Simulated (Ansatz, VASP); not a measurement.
**CdTe: VASP beside Ansatz**

POSCAR

```
CdTe
1.0
    0.0000000000      3.3137386534      3.3137386534
    3.3137386534      0.0000000000      3.3137386534
    3.3137386534      3.3137386534      0.0000000000
Cd Te
1 1
Direct
    0.0000000000      0.0000000000      0.0000000000
    0.2500000000      0.2500000000      0.2500000000
```

The input INCAR.step1:

```
  PREC = Accurate
  ENCUT = 520
  ISMEAR = 0
  SIGMA = 0.01
  LREAL = F
  LASPH = T
  NELM = 100
  NBANDS = 16
  GGA = PE
  ALGO = Normal
  EDIFF = 1E-4
  LWAVE = T
  LCHARG = F
```

Contents of INCAR.step2:

```
  PREC = Accurate
  ENCUT = 520
  EDIFF = 1E-6
  ISMEAR = 0
  SIGMA = 0.01
  LREAL = F
  LASPH = T
  NELM = 100
  ALGO = Normal
  ISIF = 2
  LWAVE = F
  LCHARG = F
  METAGGA = R2SCAN
  LMIXTAU = T
  NBANDS = 16
  ISTART = 1
```

The input KPOINTS:

```
Automatic mesh
0
Gamma
  6 6 6
```

Input for Ansatz:

```yaml
crystal:
  lattice:
    - [0.0, 3.3137386534, 3.3137386534]
    - [3.3137386534, 0.0, 3.3137386534]
    - [3.3137386534, 3.3137386534, 0.0]
  atoms:
    - { symbol: Cd, position: [0.0, 0.0, 0.0] }
    - { symbol: Te, position: [0.25, 0.25, 0.25] }
kpoints:
  mp_grid: { grid: [6, 6, 6] }
  band_path:
    path:
      - [0.0, 0.0, 0.0]
      - [-0.5, -0.5, 0.0]
      - [-0.375, -0.375, 0.25]
      - [-0.375, 0.0, 0.375]
      - [0.0, 0.0, 0.5]
      - [-0.5, -0.25, 0.25]
    npoints: 1
hamiltonian:
  xc: r2scan
scf:
  occupations: { method: fixed }
  n_extra_bands: 4
output:
  forces: true
  stress: true
  eigenvalues: true
```

Change from the starting cell: hydrostatic strain +1.0%.

Alike in both runs: task single point; functional r2SCAN; k mesh 6 × 6 × 6; no spin polarisation.

|  | VASP | Ansatz |
| --- | --- | --- |
| version | VASP 6.6.1 | Ansatz 0.2.0 |
| potentials or method | VASP PAW PBE potentials, release 64 (Cd, Te) | plane waves, PAW |
| plane-wave cutoff (eV) | 520 | 500 |
| occupations | gaussian, width 0.01 eV | fixed |
| valence electrons in the cell | 18 | 36 |

```csv
,VASP,Ansatz,Ansatz less VASP
gap on the k mesh at the Fermi level (eV),1.05,1.06,+0.008
pressure (GPa),-1.1,-1.2,-0.10
```

The two sets of potentials don't hold the same shells in valence.

Caveats: the PAW data sets were made with another functional, which shifts forces and pressure a little (VASP); spin-orbit coupling is left out, which moves the levels of the heavy elements.
